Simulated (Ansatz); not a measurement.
Starting cell, BeO (wurtzite):

```
CELL_PARAMETERS angstrom
      2.71181     0.00000     0.00000
     -1.35591     2.34850     0.00000
      0.00000     0.00000     4.40456
ATOMIC_POSITIONS crystal
  Be 0.66667 0.33333 0.00149
  Be 0.33333 0.66667 0.50149
  O  0.66667 0.33333 0.62371
  O  0.33333 0.66667 0.12371
```

Scan: atom 3 (O, nearest neighbour Be at 1.656 Å; its periodic images, 2.7 Å or more away, move with it) is displaced towards the nearest neighbour, direction (0.000, -0.946, -0.325) in Cartesian axes, by s. The other atoms stay.

Computed with PBE (plane waves to 420 eV, PAW, scalar-relativistic; Ansatz, a program for electronic structure). k mesh 11×11×6 (Γ-centred), Fermi-Dirac smearing 0.05 eV. E stands for the smeared free energy. Compression counts positive. Left out: 1 of 11 points, with atoms too close for the PAW data. F∥ is the force on the atom along that direction. F⊥ is the part of the force across the line. BeO was relaxed with its symmetry unable to fall. The zero of ΔE is the undisplaced structure.

| s (Å) | ΔE (meV/cell) | F∥ (eV/Å) | P (GPa) | |F⊥| (eV/Å) |
|---|---|---|---|---|
| -0.500 | 740 | 1.920 | 8.0 | 1.415 |
| -0.400 | 547 | 1.940 | 6.4 | 1.067 |
| -0.300 | 356 | 1.847 | 4.4 | 0.760 |
| -0.200 | 184 | 1.561 | 2.3 | 0.487 |
| -0.100 | 53 | 0.986 | 0.7 | 0.238 |
| 0.000 | 0 | 0.000 | 0.0 | 0.000 |
| 0.100 | 73 | -1.569 | 1.0 | 0.242 |
| 0.200 | 342 | -4.005 | 4.5 | 0.501 |
| 0.300 | 919 | -7.804 | 11.7 | 0.792 |
| 0.400 | 1977 | -13.839 | 24.1 | 1.132 |

Key numbers:

```
Property                                                                                                                                               Value
--------------------------------------------------------  --------------------------------------------------------------------------------------------------
Energy at s = 0.400 Å                                                                                                                          1977 meV/cell
Force along the line at s = -0.500 Å                                                                                                               1.92 eV/Å
Symmetry of the curve                                                                                    not even: the positive side lies higher at ±0.400 Å
Shape of the curve                                                                            a single well with its minimum at or next to zero displacement
Force constant k = d²E/ds² at s = 0 (finite differences)                                                                                          12.4 eV/Å²
Harmonic estimate at the end of the scan                  ½ks² = 992 meV/cell against the computed 1977 meV/cell, so the well is stiffer than harmonic there
```

(For displaced atoms, the force is minus the slope of the energy, and its curvature is a force constant, which sets phonon frequencies.)
